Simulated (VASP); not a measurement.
# Mn (P6_3/mmc) in VASP: equation of state, part 2 of 2

VASP 6.6.1.

### Step 7. Equation of state, PBE, collinear spin, ferromagnetic start, 11.40 Å³/atom (volume scaled by 1.06)

File INCAR:

```
SYSTEM = Mn
PREC = Accurate
ENCUT = 520
EDIFF = 1E-7
ISMEAR = -1
SIGMA = 0.05
LREAL = .False.
LASPH = .True.
NELM = 120
ALGO = Normal
ISIF = 2
LWAVE = .False.
LCHARG = .False.
ISPIN = 2
MAGMOM = 4 4
LORBIT = 11
LMAXMIX = 4
GGA = PE
NBANDS = 24
```

File KPOINTS:

```
regular mesh
0
Gamma
  12 12 7
  0 0 0
```

File POSCAR:

```
Mn
1.0
    2.5323570740      0.0000000000      0.0000000000
   -1.2661785370      2.1930855575      0.0000000000
    0.0000000000      0.0000000000      4.1051600476
Mn
2
Direct
    0.3333333333      0.6666666667      0.2500000000
    0.6666666667      0.3333333333      0.7500000000
```

Potentials or basis: VASP PAW PBE potentials, release 64 (Mn_pv).

Run with:

```bash
> cat potpaw_PBE.64/Mn_pv/POTCAR > POTCAR
> mpirun -np 1 vasp_std > vasp.out
```

OUTCAR:

```text
SYSTEM = Mn
   PREC = Accurate
   ENCUT = 520
   EDIFF = 1E-7
   ISMEAR = -1
   LREAL = .False.
   LASPH = .True.
   NELM = 120
   ISIF = 2
   ISPIN = 2
   LORBIT = 11
   GGA = PE

 ion  position               nearest neighbor table
   1  0.333  0.667  0.250-   2 2.52   2 2.52   2 2.52   2 2.52   2 2.52   2 2.52
   2  0.667  0.333  0.750-   1 2.52   1 2.52   1 2.52   1 2.52   1 2.52   1 2.52

  LATTYP: Found a hexagonal cell.
 ALAT       =     2.5323570740
 C/A-ratio  =     1.6210826229

  Lattice vectors:

 A1 = (   2.5323570740,   0.0000000000,   0.0000000000)
 A2 = (  -1.2661785370,   2.1930855575,   0.0000000000)
 A3 = (   0.0000000000,   0.0000000000,   4.1051600476)

Analysis of symmetry for initial positions (statically):
=====================================================================
 Subroutine PRICEL returns:
 Original cell was already a primitive cell.

 Routine SETGRP: Setting up the symmetry group for a
 hexagonal supercell.

 Subroutine GETGRP returns: Found 24 space group operations
 (whereof 12 operations were pure point group operations)
 out of a pool of 24 trial point group operations.

The static configuration has the point symmetry D_3d.
 The point group associated with its full space group is D_6h.

Analysis of symmetry for dynamics (positions and initial velocities):
=====================================================================
 Subroutine PRICEL returns:
 Original cell was already a primitive cell.

 Routine SETGRP: Setting up the symmetry group for a
 hexagonal supercell.

 Subroutine GETGRP returns: Found 24 space group operations
 (whereof 12 operations were pure point group operations)
 out of a pool of 24 trial point group operations.

The dynamic configuration has the point symmetry D_3d.
 The point group associated with its full space group is D_6h.

[... 180 lines left out ...]

 Free energy of the ion-electron system (eV)
  ---------------------------------------------------
  ext. energy  EPLUGINS =         0.00000000
  ---------------------------------------------------
  free energy    TOTEN  =       -17.82932946 eV

  energy without entropy =      -17.80513545  energy(sigma->0) =      -17.81723246

 E-fermi :   9.5479     XC(G=0): -13.6669

 val. band max:        9.5426412713   @ k =   0.4167   0.1667   0.2857
 cond. band min:       9.5580276524   @ k =   0.5000   0.0000   0.1429
 fundamental gap:      0.0153863811
 Fermi energy:         9.5478980812

 spin component 1

 k-point     1 :       0.0000    0.0000    0.0000
  band No.  band energies     occupation
      1     -38.6289      1.00000
      2     -38.0876      1.00000
      3     -38.0876      1.00000
      4     -38.0012      1.00000
      5     -38.0012      1.00000
      6     -37.9942      1.00000
[... 1069 lines left out ...]
     23      33.3444      0.00000
     24      33.3887      0.00000

 [... further k-points ...]

 spin component 2

 k-point     1 :       0.0000    0.0000    0.0000
  band No.  band energies     occupation
      1     -38.6289      1.00000
      2     -38.0876      1.00000
      3     -38.0876      1.00000
      4     -38.0012      1.00000
      5     -38.0012      1.00000
      6     -37.9942      1.00000
[... 1069 lines left out ...]
     23      33.3444      0.00000
     24      33.3887      0.00000

 [... further k-points ...]

------------------------ aborting loop because EDIFF is reached ----------------------------------------

  FORCE on cell =-STRESS in cart. coord.  units (eV):
  Direction    XX          YY          ZZ          XY          YZ          ZX
  --------------------------------------------------------------------------------------
  -------------------------------------------------------------------------------------
  Total       -2.1628744     -2.1628744     -2.2205411      0.0000000      0.0000000      0.0000000
  in kB     -151.9956876   -151.9956876   -156.0482118      0.0000000      0.0000000      0.0000000
  external PRESSURE =    -153.3465290 kB  Pullay stress =       0.0000000 kB

 VOLUME and BASIS-vectors are now :
 -----------------------------------------------------------------------------
  energy-cutoff  :      520.00
  volume of cell :       22.80
      direct lattice vectors                 reciprocal lattice vectors
     2.532357074  0.000000000  0.000000000     0.394889019  0.227989281  0.000000000
    -1.266178537  2.193085557  0.000000000     0.000000000  0.455978563  0.000000000
     0.000000000  0.000000000  4.105160048     0.000000000  0.000000000  0.243595862

 POSITION                                       TOTAL-FORCE (eV/Angst)
 -----------------------------------------------------------------------------------
     -0.00000      1.46206      1.02629         0.000000     -0.000000      0.000000
      1.26618      0.73103      3.07887        -0.000000      0.000000      0.000000
 -----------------------------------------------------------------------------------
    total drift:                               -0.000000      0.000000     -0.000000

  FREE ENERGIE OF THE ION-ELECTRON SYSTEM (eV)
  ---------------------------------------------------
  free  energy   TOTEN  =       -17.8293294567 eV

  energy  without entropy=      -17.8051354536  energy(sigma->0) =      -17.81723246

 total charge

# of ion       s       p       d       tot
------------------------------------------
    1        0.404   6.363   5.104  11.872
    2        0.404   6.363   5.104  11.872
--------------------------------------------------
tot          0.808  12.727  10.209  23.743

 magnetization (x)

# of ion       s       p       d       tot
------------------------------------------
    1       -0.000  -0.000   0.000   0.000
    2       -0.000  -0.000   0.000   0.000
--------------------------------------------------
tot         -0.000  -0.000   0.000   0.000
```

Wall time 80 s (1 thread of Intel Xeon Platinum 8488C (Sapphire Rapids), shared host); peak memory 0.18 GiB.

Results:

```yaml
Free_energy: -17.8293 eV
Pressure: -15.3 GPa
Band_gap_on_the_k_mesh: none (metal or under the smearing width)
Net_moment: 0.00 μB per cell
Valence_electrons_inside_the_program's_atomic_spheres: Mn 11.87
```

Caveat: the starting moments collapsed, and a magnetic state may lie lower.

### Step 8. Equation of state, PBE, collinear spin, ferromagnetic start

No new run: the results of the series are fitted here.

Results:

```
Equilibrium volume                        : 10.71 Å³/atom
Bulk modulus at fixed shape and positions : 281 GPa
Pressure derivative of the bulk modulus   : 4.5
```

Energy against volume, from the lowest point:
| volume (Å³/atom) | energy (meV/atom) |
| --- | --- |
| 10.109 | 32.60 |
| 10.324 | 12.81 |
| 10.539 | 2.27 |
| 10.754 | 0.00 |
| 10.969 | 5.14 |
| 11.184 | 16.93 |
| 11.399 | 34.67 |

Caveat: the cell was scaled at fixed shape and fractional positions, which overstates the stiffness of a crystal with free parameters, most of all of layers and chains.
